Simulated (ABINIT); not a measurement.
HfN in ABINIT: the effect of potentials

HfN:

```
Hf N
1.0
     0.00000    2.25600    2.25600
     2.25600    0.00000    2.25600
     2.25600    2.25600    0.00000
Hf N
1 1
Direct
  0.00000 0.00000 0.00000
  0.50000 0.50000 0.50000
```

Alike in all runs:

```yaml
Program: ABINIT 10.8.3 (patched build)
Task: single point
Functional: PBEsol
k_mesh: 10 × 10 × 10
Occupations: fermi-dirac, width 0.05 eV
Spin: no spin polarisation
```

| potentials | cutoff | pressure (GPa) |
| --- | --- | --- |
| PseudoDojo NC SR PBEsol v0.4.1 standard | 1143 eV | -2.8 |
| PseudoDojo NC SR PBEsol v0.4 stringent | 1796 eV | ? |
| JTH PAW PBE v2.0 | 707 eV | -3.3 |

Problem. What does the run with potentials PseudoDojo NC SR PBEsol v0.4 stringent give?

Solution. Pressure -2.1 GPa.

Caveats: the PAW data sets were made with another functional, which shifts forces and pressure a little (some runs).

The runs don't all hold the same shells in valence.
